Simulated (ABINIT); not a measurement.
# SnO2 (Cassiterite) (P4_2/mnm) in ABINIT: notebook

One crystal, SnO2 (Cassiterite), is run at these levels: PBE; tasks: band structure.

Everything below comes from runs of ABINIT 10.8.3 (patched build). Logs are shortened: lines on timing, memory, paths and dates and some standing lists are left out, and cuts for length are marked. The log counts tension as positive stress, the text compression.

**1. The crystal as given**

Symmetry: P4_2/mnm, No. 136, tetragonal system. Conventional cell: a = 4.738 Å, b = 4.738 Å, c = 3.187 Å, α = 90.00°, β = 90.00°, γ = 90.00°. Sn (site symmetry mmm) has 6 O at 2.05 to 2.06 Å as nearest neighbours. O (site symmetry m2m) is surrounded by 3 Sn at 2.05 to 2.06 Å.

**2. Band structure, PBE**

The input, run.abi:

```
ndtset 2

pp_dirpath "./"
pseudos "Sn.upf, O.upf"

acell 4.738 4.738 3.1865 Angstrom
rprim
     1.0000000000     0.0000000000     0.0000000000
     0.0000000000     1.0000000000     0.0000000000
     0.0000000000     0.0000000000     1.0000000000
ntypat 2
znucl 50 8
natom 6
typat 1 1 2 2 2 2
xcart
     4.4767611892     4.4767611892     3.0108061481
     0.0000000000     0.0000000000     0.0000000000
     7.2263879117     1.7271344668     3.0108061481
     6.2038956560     6.2038956560     0.0000000000
     1.7271344668     7.2263879117     3.0108061481
     2.7496267224     2.7496267224     0.0000000000

ecut 42.0

ixc 11

occopt 3
tsmear 0.05 eV

nstep 100

iomode 3
prtwf 0
prteig 0
prtebands 0
prtden1 1

kptopt1 1
ngkpt1 5 5 6
nshiftk1 1
shiftk1 0.0 0.0 0.0
nband1 32
tolvrs1 1.0e-10

iscf2 -2
getden2 1
nband2 38
nbdbuf2 4
tolwfr2 1.0e-11
kptopt2 -7
ndivsm2 6
prteig2 1
kptbounds2
     0.0000000000     0.0000000000     0.0000000000
     0.0000000000     0.5000000000     0.0000000000
     0.5000000000     0.5000000000     0.0000000000
     0.0000000000     0.0000000000     0.0000000000
     0.0000000000     0.0000000000     0.5000000000
     0.0000000000     0.5000000000     0.5000000000
     0.5000000000     0.5000000000     0.5000000000
     0.0000000000     0.0000000000     0.5000000000
```

Potentials or basis: PseudoDojo NC SR PBE v0.4.1 standard.

Started as:

```bash
> abinit run.abi > log 2>&1
```

run.abo:

```text
.Version 10.8.3 of ABINIT
 DATASET    1 : space group P4_2/m n m (#136); Bravais tP (primitive tetrag.)
================================================================================
 Values of the parameters that define the memory need for DATASET  1.
     intxc =       0    ionmov =       0      iscf =       7    lmnmax =       6
     lnmax =       6     mgfft =      54  mpssoang =       3    mqgrid =    3001
     natom =       6  nloc_mem =       1    nspden =       1   nspinor =       1
    nsppol =       1      nsym =      16    n1xccc =    2501    ntypat =       2
    occopt =       3   xclevel =       2
       mpw =        6306          nfft =      104976          nkpt =          24
================================================================================
================================================================================

 DATASET    2 : space group P4_2/m n m (#136); Bravais tP (primitive tetrag.)
================================================================================
 Values of the parameters that define the memory need for DATASET  2.
     intxc =       0    ionmov =       0      iscf =      -2    lmnmax =       6
     lnmax =       6     mgfft =      54  mpssoang =       3    mqgrid =    3001
     natom =       6  nloc_mem =       1    nspden =       1   nspinor =       1
    nsppol =       1      nsym =      16    n1xccc =    2501    ntypat =       2
    occopt =       3   xclevel =       2
       mpw =        6312          nfft =      104976          nkpt =          50
================================================================================
================================================================================

--------------------------------------------------------------------------------
------------- Echo of variables that govern the present computation ------------
--------------------------------------------------------------------------------
 -outvars: echo values of preprocessed input variables --------
            acell      8.9535223846E+00  8.9535223846E+00  6.0216123002E+00 Bohr
              amu      1.18710000E+02  1.59994000E+01
             ecut      4.20000000E+01 Hartree
           getden1          0
           getden2          1
             iscf1          7
             iscf2         -2
              ixc          11
           jdtset        1    2
           kptopt1          1
           kptopt2         -7
         kptrlatt        5    0    0      0    5    0      0    0    6
          kptrlen1     3.61296738E+01
          kptrlen2     3.00000000E+01
            natom           6
            nband1         32
            nband2         38
           nbdbuf1          0
           nbdbuf2          4
           ndtset           2
           ndivsm1          0
           ndivsm2          6
            ngfft          54      54      36
             nkpt1         24
             nkpt2         50
            nstep         100
             nsym          16
           ntypat           2
           occopt           3
        prtebands           0
           prteig1          0
           prteig2          1
            prtwf           0
           shiftk1     0.00000000E+00  0.00000000E+00  0.00000000E+00
           shiftk2     5.00000000E-01  5.00000000E-01  5.00000000E-01
          spgroup         136
           tolvrs1     1.00000000E-10
           tolvrs2     0.00000000E+00
           tolwfr1     0.00000000E+00
           tolwfr2     1.00000000E-11
           tsmear      1.83746611E-03 Hartree
            typat      1  1  2  2  2  2
           xangst      2.3689999992E+00  2.3689999992E+00  1.5932499995E+00
                      -8.1375190925E-10 -8.1375190925E-10 -5.2985843976E-10
                       3.8240397990E+00  9.1396019936E-01  1.5932499995E+00
                       3.2829601994E+00  3.2829601994E+00 -5.2985843976E-10
                       9.1396019936E-01  3.8240397990E+00  1.5932499995E+00
                       1.4550397990E+00  1.4550397990E+00 -5.2985843976E-10
            xcart      4.4767611907E+00  4.4767611907E+00  3.0108061491E+00
                      -1.5377682429E-09 -1.5377682429E-09 -1.0012873367E-09
                       7.2263879147E+00  1.7271344668E+00  3.0108061491E+00
[... 889 lines left out ...]
 -3.9801E-01 -3.9801E-01 -9.2923E-02 -9.2923E-02  1.6570E-02  1.6570E-02
  3.4400E-02  3.4400E-02  7.7226E-02  7.7226E-02  1.1295E-01  1.1295E-01
  1.2706E-01  1.2706E-01  4.0093E-01  4.0093E-01  5.3377E-01  5.3377E-01
  5.6842E-01  5.6842E-01  5.7691E-01  5.7691E-01  6.4354E-01  6.4354E-01
  6.8703E-01  6.8768E-01

--- !ResultsGS
iteration_state: {dtset: 2, }
comment   : Summary of ground state results
lattice_vectors:
- [  8.9535224,   0.0000000,   0.0000000, ]
- [  0.0000000,   8.9535224,   0.0000000, ]
- [  0.0000000,   0.0000000,   6.0216123, ]
lattice_lengths: [   8.95352,    8.95352,    6.02161, ]
lattice_angles: [ 90.000,  90.000,  90.000, ] # degrees, (23, 13, 12)
lattice_volume:   4.8272594E+02
convergence: {deltae:  0.000E+00, res2:  0.000E+00, residm:  9.986E-12, diffor:  0.000E+00, }
etotal    :  -2.23788579E+02
entropy   :   0.00000000E+00
fermie    :   1.96421495E-01
cartesian_stress_tensor: null
pressure_GPa: null
xred      :
- [  5.0000E-01,   5.0000E-01,   5.0000E-01, Sn]
- [ -1.7175E-10,  -1.7175E-10,  -1.6628E-10, Sn]
- [  8.0710E-01,   1.9290E-01,   5.0000E-01,  O]
- [  6.9290E-01,   6.9290E-01,  -1.6628E-10,  O]
- [  1.9290E-01,   8.0710E-01,   5.0000E-01,  O]
- [  3.0710E-01,   3.0710E-01,  -1.6628E-10,  O]
cartesian_forces: null
force_length_stats: {min: null, max: null, mean: null, }
...

 Integrated electronic density in atomic spheres:
 ------------------------------------------------
 Atom  Sphere_radius  Integrated_density
    1        2.00000         10.44995591
    2        2.00000         10.44995591
    3        2.00000          6.32639053
    4        2.00000          6.32639053
    5        2.00000          6.32639053
    6        2.00000          6.32639053
================================================================================

 ----iterations are completed or convergence reached----

 Mean square residual over all n,k,spin=   46.750E-13; max=  99.856E-13
 reduced coordinates (array xred) for    6 atoms
       0.499999999828      0.499999999828      0.499999999834
      -0.000000000172     -0.000000000172     -0.000000000166
       0.807099999791      0.192899999865      0.499999999834
       0.692899999865      0.692899999865     -0.000000000166
       0.192899999865      0.807099999791      0.499999999834
       0.307099999791      0.307099999791     -0.000000000166

 cartesian coordinates (angstrom) at end:
    1      2.36899999918625     2.36899999918625     1.59324999947014
    2     -0.00000000081375    -0.00000000081375    -0.00000000052986
    3      3.82403979901010     0.91396019936239     1.59324999947014
    4      3.28296019936239     3.28296019936239    -0.00000000052986
    5      0.91396019936239     3.82403979901010     1.59324999947014
    6      1.45503979901010     1.45503979901010    -0.00000000052986
 length scales=  8.953522384551  8.953522384551  6.021612300205 bohr
              =  4.738000000000  4.738000000000  3.186500000000 angstroms
 Eigenvalues (hartree) for nkpt=  50  k points:
 kpt#   1, nband= 38, wtk=  1.00000, kpt=  0.0000  0.0000  0.0000 (reduced coord)
  -0.60447   -0.57724   -0.56656   -0.56577   -0.56577   -0.56202   -0.56085   -0.55764
  -0.55731   -0.55731   -0.52180   -0.45340   -0.45340   -0.38854   -0.12492    0.02406
   0.02406    0.02733    0.05936    0.09831    0.10095    0.12715    0.12715    0.14564
   0.14564    0.17304    0.21956    0.39812    0.40793    0.40793    0.55881    0.56391
   0.61846    0.61846    0.63731    0.63882    0.73447    0.79606
 kpt#   2, nband= 38, wtk=  1.00000, kpt=  0.0000  0.0833  0.0000 (reduced coord)
  -0.60408   -0.57764   -0.56656   -0.56575   -0.56575   -0.56243   -0.56078   -0.55769
  -0.55733   -0.55733   -0.52100   -0.45520   -0.45185   -0.38903   -0.12327    0.01903
   0.02532    0.02831    0.06090    0.09657    0.10323    0.12723    0.12748    0.13943
   0.14578    0.17174    0.22708    0.39552    0.40893    0.41079    0.56149    0.56634
   0.61600    0.61850    0.63697    0.63916    0.73043    0.79723
 kpt#   3, nband= 38, wtk=  1.00000, kpt=  0.0000  0.1667  0.0000 (reduced coord)
  -0.60293   -0.57890   -0.56654   -0.56570   -0.56570   -0.56344   -0.56060   -0.55782
  -0.55740   -0.55740   -0.51860   -0.46021   -0.44743   -0.39072   -0.11830    0.00611
   0.02901    0.03119    0.06541    0.09176    0.10795    0.12558    0.12746    0.12819
   0.14621    0.16802    0.24485    0.38986    0.41208    0.41668    0.56801    0.57349
[... 269 lines left out ...]
   0.12583    0.12939    0.39626    0.40779    0.49528    0.54012    0.56626    0.57211
   0.57387    0.60541    0.64670    0.64743    0.65859    0.67790
 kpt#  49, nband= 38, wtk=  1.00000, kpt=  0.0625  0.0625  0.5000 (reduced coord)
  -0.59634   -0.59505   -0.57653   -0.57455   -0.56147   -0.56144   -0.55851   -0.55849
  -0.55736   -0.55730   -0.46091   -0.45888   -0.39812   -0.39675   -0.09428   -0.09050
   0.01397    0.01517    0.02020    0.03849    0.07723    0.09030    0.11409    0.11423
   0.12666    0.12766    0.39981    0.40292    0.51996    0.53545    0.56942    0.56978
   0.57423    0.58790    0.64412    0.64448    0.67568    0.68450
 kpt#  50, nband= 38, wtk=  1.00000, kpt=  0.0000  0.0000  0.5000 (reduced coord)
  -0.59503   -0.59503   -0.57650   -0.57650   -0.56142   -0.56142   -0.55852   -0.55852
  -0.55737   -0.55737   -0.45913   -0.45913   -0.39801   -0.39801   -0.09292   -0.09292
   0.01657    0.01657    0.03440    0.03440    0.07723    0.07723    0.11295    0.11295
   0.12706    0.12706    0.40093    0.40093    0.53377    0.53377    0.56842    0.56842
   0.57691    0.57691    0.64354    0.64354    0.68703    0.68768

== END DATASET(S) ==============================================================
================================================================================

 -outvars: echo values of variables after computation  --------
            acell      8.9535223846E+00  8.9535223846E+00  6.0216123002E+00 Bohr
           etotal1    -2.2378857867E+02
            fcart1     1.4456028966E-19  1.4456028966E-19 -0.0000000000E+00
                       1.4456028966E-19  1.4456028966E-19 -0.0000000000E+00
                      -3.8929101366E-03  3.8929101366E-03 -0.0000000000E+00
                       3.8929101366E-03  3.8929101366E-03 -0.0000000000E+00
                       3.8929101366E-03 -3.8929101366E-03 -0.0000000000E+00
                      -3.8929101366E-03 -3.8929101366E-03 -0.0000000000E+00
           strten1    -3.8022839270E-04 -3.8022839270E-04 -5.0410574108E-04
                       0.0000000000E+00  0.0000000000E+00  0.0000000000E+00
           xangst      2.3689999992E+00  2.3689999992E+00  1.5932499995E+00
                      -8.1375190925E-10 -8.1375190925E-10 -5.2985843976E-10
                       3.8240397990E+00  9.1396019936E-01  1.5932499995E+00
                       3.2829601994E+00  3.2829601994E+00 -5.2985843976E-10
                       9.1396019936E-01  3.8240397990E+00  1.5932499995E+00
                       1.4550397990E+00  1.4550397990E+00 -5.2985843976E-10
             xred      4.9999999983E-01  4.9999999983E-01  4.9999999983E-01
                      -1.7175008638E-10 -1.7175008638E-10 -1.6628226573E-10
                       8.0709999979E-01  1.9289999987E-01  4.9999999983E-01
                       6.9289999987E-01  6.9289999987E-01 -1.6628226573E-10
                       1.9289999987E-01  8.0709999979E-01  4.9999999983E-01
                       3.0709999979E-01  3.0709999979E-01 -1.6628226573E-10
 Calculation completed.
```

Wall time 7 min (1 thread of Arm Neoverse V2, shared host); peak memory 0.24 GiB.

What came out:

```yaml
Free_energy: -6089.5975 eV
Pressure: 12.4 GPa
Largest_force: 0.283 eV/Å
Band_gap_on_the_k_mesh: 1.27 eV, direct
Band_gap_along_the_path: 1.27 eV, direct
Valence_electrons_inside_the_program's_atomic_spheres: Sn 10.45; O 6.33
```

Forces in eV/Å, atoms in the order of the input:
```
Sn   0.000  0.000  0.000
Sn   0.000  0.000  0.000
O   -0.200  0.200  0.000
O    0.200  0.200  0.000
O    0.200 -0.200  0.000
O   -0.200 -0.200  0.000
```

Stress tensor (GPa, compression positive):
```
11.19  0.00  0.00
 0.00 11.19  0.00
 0.00  0.00 14.83
```

Levels at the corners of the path, in eV from the valence-band top:
```csv
point,band 24,band 25,band 26,band 27,band 28,band 29
Γ,-0.75,-0.75,0.00,1.27,6.12,6.39
X,-1.20,-0.62,-0.62,4.42,4.42,7.13
M,-1.33,-0.90,-0.90,4.81,4.81,7.54
Γ,-0.75,-0.75,0.00,1.27,6.12,6.39
Z,-1.63,-1.25,-1.25,6.20,6.20,9.82
R,-1.07,-0.72,-0.72,6.46,6.46,8.11
A,-0.96,-0.82,-0.82,4.91,4.91,8.95
Z,-1.63,-1.25,-1.25,6.20,6.20,9.82
```

Caveat: spin-orbit coupling is left out, which moves the levels of the heavy elements. As with any semilocal functional, this PBE gap is likely too small.

[end of part 1 of 3]
